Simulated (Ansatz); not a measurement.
# Fe (Im-3m) in Ansatz: reference runs

Reference runs on Fe: the cell as given and a disturbed copy, then over a range of volumes.

Everything below comes from runs of Ansatz 0.2.0. Logs are shortened: lines on timing, memory, paths and dates and some standing lists are left out, and cuts for length are marked.

### 1 The crystal as given

It takes space group Im-3m (No. 229, cubic). The conventional cell has a = 2.886 Å, b = 2.886 Å, c = 2.886 Å, α = 90.00°, β = 90.00°, γ = 90.00°. Fe (site symmetry m-3m) has 8 Fe at 2.50 Å as nearest neighbours.

### 2 Single point, PBEsol, collinear spin, ferromagnetic start

The input, input.yaml:

```yaml
crystal:
  lattice:
    - [-1.443, 1.443, 1.443]
    - [1.443, -1.443, 1.443]
    - [1.443, 1.443, -1.443]
  atoms:
    - { symbol: Fe, position: [0.0, 0.0, 0.0], spin: 3.0 }
hamiltonian:
  xc: pbesol
  pseudopotentials: { kind: paw }
magnetization:
  spin_polarized: true
kpoints:
  mp_grid: { grid: [13, 13, 13] }
scf:
  occupations: { method: fermi_dirac, width: 0.05 }
output:
  forces: true
  stress: true
  eigenvalues: true
  write_density: true
  write_potential: true
  elf: true
  volumetric_format: npy
```

Potentials or basis: Ansatz PAW.

Command:

```console
> ansatz run input.yaml --threads 2 --pin off --max-ram 5632MiB --backend cpu --events-out ev --progress --plain --runs-dir out
```

Output:

```text
Warning: RAYON_NUM_THREADS=2 ignored (pool sized by the plan → 2); use --threads N
Engine: ansatz 0.2.0, x86_64-unknown-linux-gnu
Pseudopotentials: kind: paw
Pseudopotential: Fe, paw, valence charge 16, recommended cutoff 420 eV (normal), Fe.paw.azcp
Functional definition: PBEsol
  exchange = pbesol_x
  correlation = pbesol_c
Crystal: 1 atoms, lattice volume = 12.019 Å³
Basis set: ecut = 420 eV, 225 PW (Γ), exchange–correlation on 36×36×36 points (8 copies of the dense FFT grid, shifted against one another)
Bands: 14, of which v1, the nominal top of the filled ones, is band 8 counted from 1 (7 counted from 0)
Symmetry: 48 space group operations
Space group: Im-3m (ITA 229), of the structure as read, at distance tolerance 2.3e-5 Å
Magnetic group: BNS 229.140 (UNI 1642), of the structure as read, at distance tolerance 2.3e-5 Å
k-points: 84 of 2197
Non-local potential: Fe, projectors of the file, l = 0: 3, l = 1: 2, l = 2: 3, l = 3: 1
PAW form: soft (Blöchl's): semilocal exchange-correlation on the pseudo side does not see the compensation charge
PAW frozen core: Fe, regenerated for the run's functional, and the local potential with it (the file was generated under x = pbe(κ = 0.804, μ = 0.2195149727645171), c = pbe(β = 0.06672455060314922))
PAW one-centre angular grid: Fe, 590 points (default); XC on 64 Gauss nodes
Initial density: superposition of atomic densities (chi_scale 0.1, normalization cell)
Starting moments: Σ|m| = 3 μB on 1 of 1 site
Initial wavefunctions: pseudopotential atomic-orbital guess
Functional: x = pbesol(κ = 0.804, μ = 0.12345679012345678), c = pbesol(β = 0.046)
SCF iter   1: F=—  HF=-4449.051511 eV  |F-HF|=—  |Δ(HF+E_count)|=         —  Δρ=1.37e-1 (↑1.37e-1 ↓4.76e-2)  dr2=1.77e0  dr2_m=5.51e-1  M=2.121 μB ∫|m|=2.155 μB  β_m=0.30  ethr=3.10e-3  ⟨swp⟩=4.6  Hψ=11203  notcnv=0
Mixer restart at iter 1: flushing history
preconditioner: auto → none  [metal: Δε(μ)=0.042 eV  Ē_g=13.867 eV  σ=0.050 eV  W_gap=0.21  n_scr=0 (ndim 8)  ℏωp=30.3 eV  f_vac=0.000  D(μ)=1.02/eV (n_scr^D=12)]
SCF iter   2: F=—  HF=-4448.221499 eV  |F-HF|=—  |Δ(HF+E_count)|=   8.30e-1  Δρ=3.20e-2 (↑3.20e-2 ↓1.60e-2)  dr2=7.08e-2  dr2_m=3.74e-2  M=2.490 μB ∫|m|=2.554 μB  β_m=0.28  ethr=3.10e-3  ⟨swp⟩=3.2  Hψ=5912  notcnv=0  defer=160
SCF iter   3: F=—  HF=-4448.422613 eV  |F-HF|=—  |Δ(HF+E_count)|=   2.01e-1  Δρ=1.81e-2 (↑1.41e-2 ↓1.81e-2)  dr2=2.54e-3  dr2_m=2.65e-2  M=2.369 μB ∫|m|=2.440 μB  β_m=0.59  ethr=4.42e-4  ⟨swp⟩=2.9  Hψ=4693  notcnv=0  defer=168
SCF iter   4: F=—  HF=-4448.743121 eV  |F-HF|=—  |Δ(HF+E_count)|=   3.21e-1  Δρ=6.57e-3 (↑6.57e-3 ↓5.92e-3)  dr2=8.72e-4  dr2_m=3.54e-3  M=2.286 μB ∫|m|=2.384 μB  β_m=0.70  ethr=1.59e-5  ⟨swp⟩=2.8  Hψ=5068  notcnv=0  defer=170
SCF iter   5: F=—  HF=-4448.767648 eV  |F-HF|=—  |Δ(HF+E_count)|=   2.45e-2  Δρ=4.97e-3 (↑4.97e-3 ↓4.05e-3)  dr2=6.76e-3  dr2_m=1.76e-4  M=2.293 μB ∫|m|=2.403 μB  β_m=0.78  ethr=5.45e-6  ⟨swp⟩=2.7  Hψ=4981  notcnv=0  defer=165
SCF iter   6: F=—  HF=-4448.772412 eV  |F-HF|=—  |Δ(HF+E_count)|=   4.76e-3  Δρ=1.66e-3 (↑1.49e-3 ↓1.66e-3)  dr2=6.75e-6  dr2_m=2.73e-4  M=2.265 μB ∫|m|=2.380 μB  β_m=0.89  ethr=5.45e-6  ⟨swp⟩=2.0  Hψ=4535  notcnv=0  defer=170
SCF iter   7: F=—  HF=-4448.772429 eV  |F-HF|=—  |Δ(HF+E_count)|=   1.65e-5  Δρ=8.49e-4 (↑8.49e-4 ↓8.47e-4)  dr2=2.06e-7  dr2_m=7.92e-5  M=2.262 μB ∫|m|=2.378 μB  β_m=0.94  ethr=4.22e-8  ⟨swp⟩=2.2  Hψ=3163  notcnv=0  defer=170
SCF iter   8: F=—  HF=-4448.772425 eV  |F-HF|=—  |Δ(HF+E_count)|=   3.59e-6  Δρ=1.72e-4 (↑1.72e-4 ↓1.28e-4)  dr2=1.75e-7  dr2_m=2.46e-6  M=2.260 μB ∫|m|=2.376 μB  β_m=0.97  ethr=1.29e-9  ⟨swp⟩=2.0  Hψ=3724  notcnv=0  defer=170
SCF iter   9: F=—  HF=-4448.772425 eV  |F-HF|=—  |Δ(HF+E_count)|=   2.88e-7  Δρ=1.65e-5 (↑1.09e-5 ↓1.65e-5)  dr2=3.30e-9  dr2_m=2.05e-8  M=2.260 μB ∫|m|=2.376 μB  β_m=0.99  ethr=1.09e-9  ⟨swp⟩=2.0  Hψ=3090  notcnv=0  defer=170
SCF iter  10: F=-4448.772425 eV  HF=-4448.772425 eV  |F-HF|=6.02e-9  |Δ(HF+E_count)|=   2.37e-9  Δρ=5.77e-6 (↑5.77e-6 ↓3.43e-6)  dr2=7.16e-9  dr2_m=1.90e-10  M=2.260 μB ∫|m|=2.376 μB  ethr=2.06e-11  ⟨swp⟩=7.1  Hψ=12003  notcnv=0
SCF 1 converged in 10 iterations: F = -4448.772425 eV  dr2 = 7.16e-9
SCF converged after 10 iterations
Magnetization: 2.2601 μB (9.1301 up, 6.8699 down)
Absolute magnetization: 2.3760 μB (∫|ρ↑−ρ↓|, with the PAW one-centre terms)
Spin contamination: 0.0383 ħ² per cell (⟨S²⟩ above its minimum at these occupations)
Per-site moments (μB) at R_I (Å): [(2.307860658883537, 1.0309815925702797)]
Free energy (F): -4448.772425 eV
Harris-Foulkes:  -4448.772425 eV  (|F-HF|=6.02e-9)
Internal energy: -4448.762289 eV  (E = F + TS)
E sigma→0 (E₀):  -4448.767357 eV
Entropy (-TS):   -0.010136 eV (-10.136 meV/atom)
Fermi energy:    17.104714 eV
--- Per-component energies (eV) ---
  E_band       = -231.016390
  E_kinetic    = 348.863343
  E_local      = -2132.900247  (includes V_loc(G=0)·N_el)
  E_nonlocal   = 220.462154
  E_hartree    = 890.403479
  E_xc         = -116.433977
  E_vxc        = -150.516292  (∫ρ·V_xc dr)
  E_paw        = -1335.127159  (= ΣΔE_a)
  E_vpaw       = -297.728080  (= ΣTr[D̂ρ^β])
  E_aug_tail   = 0.000878  (compensation charges beyond the density's cutoff)
  E_ewald      = -2324.209962
  E_core_change = 0.179202  (= ΣΔE_core)
  E_smearing   = -0.010136  (= −TS)
  E_closure    = 0.000000  (closes the sum)
  Σ components = -4448.772425   (vs F -4448.772425, Δ=0.00e0)
--- Forces (eV/Å), atoms counted from 1 ---
  atom   1  Fe    -0.00000000     0.00000000     0.00000000
  max |Σ_I F_I| component: 7.29e-32 eV/Å
--- Stress (GPa, compression-positive) ---
      -17.935575      -0.000000       0.000000
       -0.000000     -17.935575       0.000000
        0.000000       0.000000     -17.935575
  P = ⅓ Tr σ = -17.9356 GPa (-179.356 kbar)
--- Band table (eV; the first three rows and the last of 168) ---
  k-point 0 ↑: bands = ["-70.6158", "-36.5803", "-36.5803", "-36.5803", "8.8530", "14.9048", "14.9048", "14.9048", "16.0718", "16.0718", "40.9114", "40.9114", "40.9114", "46.0199"]
  k-point 1 ↑: bands = ["-70.6122", "-36.6004", "-36.5870", "-36.5802", "9.0881", "14.8431", "14.8991", "15.0270", "16.0121", "16.0768", "39.5051", "40.5806", "40.7634", "45.1100"]
  k-point 2 ↑: bands = ["-70.6022", "-36.6557", "-36.6056", "-36.5801", "9.7659", "14.6750", "14.8516", "15.3763", "15.9079", "16.0934", "36.4974", "39.3929", "40.4364", "42.8650"]
  k-point 83 ↓: bands = ["-67.8056", "-34.2072", "-34.2035", "-34.2035", "14.4318", "14.4524", "19.3338", "19.3338", "19.4262", "26.1292", "27.0765", "27.0765", "33.2824", "33.7364"]
```

It took 1.7 s on 2 threads of Intel Xeon 6975P-C (Granite Rapids), shared host; peak memory 0.32 GiB.

What came out:

* Free energy: -4448.7724 eV
* Pressure: -17.9 GPa
* Band gap on the k mesh: none (metal or under the smearing width)
* Net moment: 2.26 μB per cell
* Absolute moment: 2.38 μB per cell
* Site moments: Fe +2.31 μB

Levels at points of the mesh, in eV from the Fermi level:
Spin up:
| k point | band 7 | band 8 | band 9 | band 10 | band 11 | band 12 |
| --- | --- | --- | --- | --- | --- | --- |
| (0.00, 0.00, 0.00) | -2.20 | -2.20 | -1.03 | -1.03 | 23.81 | 23.81 |
Spin down:
```
           k point  band 4  band 5  band 6  band 7  band 8  band 9  band 10  band 11
(0.00, 0.00, 0.00)  -51.04   -8.03   -0.19   -0.19   -0.19    1.69     1.69    23.71
```

Caveat: so large a pressure means that the cell lies far from this level's equilibrium, or that cutoff or potentials fall short; the PAW data sets come from PBE, with cores solved anew for the run's functional, which leaves a small shift of forces and pressure.

### 3 Single point, PBEsol, collinear spin, ferromagnetic start (cell strained at random at fixed volume)

The input, input.yaml:

```yaml
crystal:
  lattice:
    - [-1.481533, 1.434238, 1.459009]
    - [1.467527, -1.430964, 1.441729]
    - [1.453538, 1.402968, -1.455735]
  atoms:
    - { symbol: Fe, position: [-0.012786, -0.006947, -0.014685], spin: 3.0 }
hamiltonian:
  xc: pbesol
  pseudopotentials: { kind: paw }
magnetization:
  spin_polarized: true
kpoints:
  mp_grid: { grid: [13, 13, 13] }
scf:
  occupations: { method: fermi_dirac, width: 0.05 }
output:
  forces: true
  stress: true
  eigenvalues: true
```

Potentials or basis: Ansatz PAW.

Command:

```console
> ansatz run input.yaml --threads 2 --pin off --max-ram 5632MiB --backend cpu --events-out ev --progress --plain --runs-dir out
```

Wall time 17 s (2 threads of Intel Xeon 6975P-C (Granite Rapids), shared host); peak memory 0.63 GiB.

It converged, with:

| Quantity | Value |
| --- | --- |
| Free energy | -4448.7696 eV |
| Pressure | -17.7 GPa |
| Band gap on the k mesh | none (metal or under the smearing width) |
| Net moment | 2.27 μB per cell |
| Absolute moment | 2.38 μB per cell |
| Site moments | Fe +2.31 μB |

Stress tensor (GPa, compression positive):
```
-18.82   1.34   0.59
  1.34 -16.23  -0.05
  0.59  -0.05 -18.20
```

Levels at points of the mesh, in eV from the Fermi level:
Spin up:
```tsv
k point	band 5	band 6	band 7	band 8	band 9	band 10	band 11	band 12	band 13	band 14
(0.00, 0.00, 0.00)	-8.26	-2.32	-2.20	-2.11	-1.10	-0.97	23.39	23.71	24.27	28.65
```
Spin down:
```tsv
k point	band 3	band 4	band 5	band 6	band 7	band 8	band 9	band 10	band 11	band 12
(0.00, 0.00, 0.00)	-51.04	-51.03	-8.03	-0.36	-0.18	-0.03	1.58	1.78	23.29	23.63
```

Caveat: the PAW data sets come from PBE, with cores solved anew for the run's functional, which leaves a small shift of forces and pressure.

### 4 Single point, PBEsol, collinear spin, ferromagnetic start, 11.30 Å³/atom (volume scaled by 0.94)

The input, input.yaml:

```yaml
crystal:
  lattice:
    - [-1.4135427549, 1.4135427549, 1.4135427549]
    - [1.4135427549, -1.4135427549, 1.4135427549]
    - [1.4135427549, 1.4135427549, -1.4135427549]
  atoms:
    - { symbol: Fe, position: [0.0, 0.0, 0.0], spin: 3.0 }
hamiltonian:
  xc: pbesol
  pseudopotentials: { kind: paw }
magnetization:
  spin_polarized: true
kpoints:
  mp_grid: { grid: [13, 13, 13] }
scf:
  occupations: { method: fermi_dirac, width: 0.05 }
output:
  forces: true
  stress: true
  eigenvalues: true
  write_density: true
  write_potential: true
  elf: true
  volumetric_format: npy
```

Command:

```console
> ansatz run input.yaml --threads 2 --pin off --max-ram 5632MiB --backend cpu --events-out ev --progress --plain --runs-dir out
```

Run time: 2 s. Hardware: 2 threads of Intel Xeon 6975P-C (Granite Rapids), shared host; peak memory 0.32 GiB.

Results (log left out):

| Property | Result |
| --- | --- |
| Free energy | -4448.8362 eV |
| Pressure | -9.3 GPa |
| Band gap on the k mesh | none (metal or under the smearing width) |
| Net moment | 2.12 μB per cell |
| Absolute moment | 2.22 μB per cell |
| Site moments | Fe +2.16 μB |

Caveat: the PAW data sets come from PBE, with cores solved anew for the run's functional, which leaves a small shift of forces and pressure.

### 5 Single point, PBEsol, collinear spin, ferromagnetic start, 11.54 Å³/atom (volume scaled by 0.96)

The input, input.yaml:

```yaml
crystal:
  lattice:
    - [-1.4234976093, 1.4234976093, 1.4234976093]
    - [1.4234976093, -1.4234976093, 1.4234976093]
    - [1.4234976093, 1.4234976093, -1.4234976093]
  atoms:
    - { symbol: Fe, position: [0.0, 0.0, 0.0], spin: 3.0 }
hamiltonian:
  xc: pbesol
  pseudopotentials: { kind: paw }
magnetization:
  spin_polarized: true
kpoints:
  mp_grid: { grid: [13, 13, 13] }
scf:
  occupations: { method: fermi_dirac, width: 0.05 }
output:
  forces: true
  stress: true
  eigenvalues: true
```

Command:

```console
> ansatz run input.yaml --threads 2 --pin off --max-ram 5632MiB --backend cpu --events-out ev --progress --plain --runs-dir out
```

Wall time 1.4 s (2 threads of Intel Xeon 6975P-C (Granite Rapids), shared host); peak memory 0.32 GiB.

The run converged. Its results:

```
Free energy            : -4448.8195 eV
Pressure               : -12.9 GPa
Band gap on the k mesh : none (metal or under the smearing width)
Net moment             : 2.16 μB per cell
Absolute moment        : 2.26 μB per cell
Site moments           : Fe +2.20 μB
```

Caveat: the PAW data sets come from PBE, with cores solved anew for the run's functional, which leaves a small shift of forces and pressure.

### 6 Single point, PBEsol, collinear spin, ferromagnetic start, 11.78 Å³/atom (volume scaled by 0.98)

input.yaml, as its differences from that of step 5:

```diff
@@ -2,5 +2,5 @@
   lattice:
-    - [-1.4234976093, 1.4234976093, 1.4234976093]
-    - [1.4234976093, -1.4234976093, 1.4234976093]
-    - [1.4234976093, 1.4234976093, -1.4234976093]
+    - [-1.4333151444, 1.4333151444, 1.4333151444]
+    - [1.4333151444, -1.4333151444, 1.4333151444]
+    - [1.4333151444, 1.4333151444, -1.4333151444]
   atoms:
```

Potentials or basis: Ansatz PAW.

Command:

```console
> ansatz run input.yaml --threads 2 --pin off --max-ram 5632MiB --backend cpu --events-out ev --progress --plain --runs-dir out
```

Run time: 1.1 s. Hardware: 2 threads of Intel Xeon 6975P-C (Granite Rapids), shared host; peak memory 0.32 GiB.

The run converged. Its results:

```yaml
Free_energy: -4448.7978 eV
Pressure: -15.8 GPa
Band_gap_on_the_k_mesh: none (metal or under the smearing width)
Net_moment: 2.20 μB per cell
Absolute_moment: 2.31 μB per cell
Site_moments: Fe +2.24 μB
```

Caveat: the PAW data sets come from PBE, with cores solved anew for the run's functional, which leaves a small shift of forces and pressure.

[end of part 1 of 2]
